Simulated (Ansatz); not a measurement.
# InSb: equation of state

The task here is to estimate one member of a computed series from the others.

Computed with Ansatz 0.2.0 (DFT PBE, scalar-relativistic, unless a step's input says otherwise).

## The structure to begin with

Symmetry: Pmmn, No. 59, orthorhombic system. The conventional cell has a = 5.357 Å, b = 5.712 Å, c = 3.063 Å, α = 90.00°, β = 90.00°, γ = 90.00°. In (site symmetry mm2) has 4 Sb at 2.73 to 2.90 Å and 2 In at 3.06 Å as nearest neighbours. Around Sb (site symmetry mm2) lie 4 In at 2.73 to 2.90 Å and 2 Sb at 3.06 Å.

Structure file:

```cif
data_structure
_symmetry_space_group_name_H-M 'Pmmn:1'
_symmetry_Int_Tables_number 59
_cell_length_a 5.3570
_cell_length_b 5.7120
_cell_length_c 3.0630
_cell_angle_alpha 90.000
_cell_angle_beta 90.000
_cell_angle_gamma 90.000
_cell_volume 93.73
loop_
_atom_site_label
_atom_site_type_symbol
_atom_site_symmetry_multiplicity
_atom_site_Wyckoff_symbol
_atom_site_fract_x
_atom_site_fract_y
_atom_site_fract_z
_atom_site_occupancy
In1 In 2 a 0.00000 0.00000 0.00000 1
Sb1 Sb 2 b 0.50000 0.00000 0.83500 1
```

The file gives the conventional cell by its symmetry; the runs use the cell typed in the input.

Atoms are numbered in the order of the input: In1, In2, Sb3, Sb4.

Set-up of the first run:

The input, input.yaml:

```yaml
crystal:
  lattice:
    - [5.2476427844, 0.0, 0.0]
    - [0.0, 5.595395853, 0.0]
    - [0.0, 0.0, 3.000472251]
  atoms:
    - { symbol: In, position: [0.0, 0.0, 0.0] }
    - { symbol: In, position: [0.5, 0.5, 0.0] }
    - { symbol: Sb, position: [0.5, 0.0, 0.835] }
    - { symbol: Sb, position: [0.0, 0.5, 0.165] }
kpoints:
  mp_grid: { grid: [6, 6, 11] }
  band_path:
    path:
      - [0.0, 0.0, 0.0]
      - [0.5, 0.0, 0.0]
      - [0.5, 0.5, 0.0]
      - [0.0, 0.5, 0.0]
      - [0.0, 0.0, 0.0]
      - [0.0, 0.0, 0.5]
      - [0.5, 0.0, 0.5]
      - [0.5, 0.5, 0.5]
      - [0.0, 0.5, 0.5]
    npoints: 5
scf:
  occupations: { method: fermi_dirac, width: 0.08 }
hamiltonian:
  xc: pbe
  pseudopotentials: { kind: all_electron, lapw: { basis_error: 0.001 } }
output:
  forces: true
  stress: true
  eigenvalues: true
```

On the command line:

```bash
$ ansatz run input.yaml --threads 1 --pin off --max-ram 4096MiB --backend cpu --events-out ev --progress --plain --runs-dir out
```

Among the steps run: Volume × 0.94, LAPW; Volume × 0.94, PAW; Volume × 0.94, crystal datasets; Volume × 0.98, LAPW; Volume × 0.98, PAW; Volume × 0.98, crystal datasets; Volume × 1.01, LAPW; Volume × 1.01, PAW; Volume × 1.01, crystal datasets; Volume × 1.04, LAPW; Volume × 1.04, PAW; Volume × 1.04, crystal datasets.

One of the session's tables, all rows but one given; the rest of the session is left out.

It belongs to the step «Fits». 

```
          method  volume (Å³/atom)  pressure (GPa)  largest force (eV/Å)
            LAPW            22.025           26.37                 0.950
            LAPW            22.963           20.42                 0.818
            LAPW            23.666           16.68                 0.730
            LAPW            24.369           13.46                 0.652
             PAW            22.025           26.37                 0.950
             PAW            22.963           20.42                 0.818
             PAW            23.666           16.68                 0.730
             PAW            24.369           13.45                 0.652
crystal datasets            22.025               ?                     ?
crystal datasets            22.963           20.42                 0.818
crystal datasets            23.666           16.68                 0.731
crystal datasets            24.369           13.46                 0.652
```

Estimate the missing values for crystal datasets, 22.025.

**Answer.** pressure (GPa): 26.37; largest force (eV/Å): 0.951.

To keep in mind: Warnings in the runs' records: gradients without spin orbit, crystal datasets made.
